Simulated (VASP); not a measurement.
# NiO: band structure with SCAN

The system is NiO.

```
Ni O
1.0
     0.00000    2.24063    2.24063
     2.24063    0.00000    2.24063
     2.24063    2.24063    0.00000
Ni O
1 1
Direct
  0.00000 0.00000 0.00000
  0.75000 0.75000 0.75000
```

The cell was built by a generator and needn't be a form met in nature.

```json
{"Program": "VASP 6.6.1", "Task": "band structure", "Functional": "SCAN", "Potentials or basis": "VASP PAW PBE potentials, release 64 (Ni, O)", "Cutoff": "520 eV", "k mesh": "7 × 7 × 7", "Occupations": "fermi-dirac, width 0.05 eV", "Spin": "collinear spin, ferromagnetic start", "Starting moments": "[1.0, 0.0] μB", "Further INCAR settings": "ALGO = Normal; EDIFF = 1e-06"}
```

The pressure is -6.1 GPa, the band gap along the path is none (metal or under the smearing width) and the net moment is 2.00 μB per cell. The site moments are Ni +1.62; O +0.35 μB and the valence electrons inside the program's atomic spheres are Ni 9.08; O 5.02.

Levels at the corners of the path, in eV from the Fermi level:
Spin up:
```csv
point,band 7,band 8,band 9,band 10,band 11,band 12
Γ,-0.70,-0.70,-0.70,0.23,14.41,14.41
X,-2.88,-2.88,-2.56,5.18,10.07,11.03
X,-2.88,-2.88,-2.56,5.18,10.07,11.03
W,-3.35,-2.90,-1.92,6.96,9.95,10.52
W,-3.35,-2.90,-1.92,6.96,9.95,10.52
K,-3.40,-2.36,-2.20,6.50,9.38,10.23
K,-3.40,-2.36,-2.20,6.50,9.38,10.23
Γ,-0.70,-0.70,-0.70,0.23,14.41,14.41
Γ,-0.70,-0.70,-0.70,0.23,14.41,14.41
L,-3.30,-1.51,-1.51,5.77,7.29,13.82
L,-3.30,-1.51,-1.51,5.77,7.29,13.82
U,-3.40,-2.36,-2.20,6.50,9.38,10.23
U,-3.40,-2.36,-2.20,6.50,9.38,10.23
W,-3.35,-2.90,-1.92,6.96,9.95,10.52
W,-3.35,-2.90,-1.92,6.96,9.95,10.52
L,-3.30,-1.51,-1.51,5.77,7.29,13.82
L,-3.30,-1.51,-1.51,5.77,7.29,13.82
K,-3.40,-2.36,-2.20,6.50,9.38,10.23
U,-3.40,-2.36,-2.20,6.50,9.38,10.23
X,-2.88,-2.88,-2.56,5.18,10.07,11.03
```
Spin down:
| point | band 5 | band 6 | band 7 | band 8 | band 9 | band 10 | band 11 | band 12 |
| --- | --- | --- | --- | --- | --- | --- | --- | --- |
| Γ | -2.29 | -2.29 | 0.58 | 1.87 | 1.87 | 1.87 | 14.76 | 14.76 |
| X | -2.00 | -1.55 | -1.55 | -0.02 | -0.02 | 5.83 | 11.00 | 11.38 |
| X | -2.00 | -1.55 | -1.55 | -0.02 | -0.02 | 5.83 | 11.00 | 11.38 |
| W | -1.87 | -1.79 | -1.63 | -0.13 | 0.14 | 7.71 | 10.89 | 11.03 |
| W | -1.87 | -1.79 | -1.63 | -0.13 | 0.14 | 7.71 | 10.89 | 11.03 |
| K | -1.97 | -1.86 | -1.26 | -0.11 | 0.24 | 7.15 | 10.06 | 10.95 |
| K | -1.97 | -1.86 | -1.26 | -0.11 | 0.24 | 7.15 | 10.06 | 10.95 |
| Γ | -2.29 | -2.29 | 0.58 | 1.87 | 1.87 | 1.87 | 14.76 | 14.76 |
| Γ | -2.29 | -2.29 | 0.58 | 1.87 | 1.87 | 1.87 | 14.76 | 14.76 |
| L | -1.97 | -1.97 | -0.68 | 0.89 | 0.89 | 6.21 | 7.98 | 14.28 |
| L | -1.97 | -1.97 | -0.68 | 0.89 | 0.89 | 6.21 | 7.98 | 14.28 |
| U | -1.97 | -1.87 | -1.26 | -0.11 | 0.24 | 7.15 | 10.06 | 10.95 |
| U | -1.97 | -1.87 | -1.26 | -0.11 | 0.24 | 7.15 | 10.06 | 10.95 |
| W | -1.87 | -1.79 | -1.63 | -0.13 | 0.14 | 7.71 | 10.89 | 11.03 |
| W | -1.87 | -1.79 | -1.63 | -0.13 | 0.14 | 7.71 | 10.89 | 11.03 |
| L | -1.97 | -1.97 | -0.68 | 0.89 | 0.89 | 6.21 | 7.98 | 14.28 |
| L | -1.97 | -1.97 | -0.68 | 0.89 | 0.89 | 6.21 | 7.98 | 14.28 |
| K | -1.97 | -1.86 | -1.26 | -0.11 | 0.24 | 7.15 | 10.06 | 10.95 |
| U | -1.97 | -1.87 | -1.26 | -0.11 | 0.24 | 7.15 | 10.06 | 10.95 |
| X | -2.00 | -1.55 | -1.55 | -0.02 | -0.02 | 5.83 | 11.00 | 11.38 |

Wall time 81 s on 1 thread of Intel(R) Xeon(R) Platinum 8488C (Sapphire Rapids), with other jobs on the host, peak memory 0.16 GiB.

Caveat: the PAW data sets were made with another functional, which shifts forces and pressure a little; a cell with one magnetic atom can't hold antiferromagnetic order, which such compounds often take; semilocal functionals often make such compounds metallic where correlation or magnetic order opens a gap, which also shifts bond lengths.
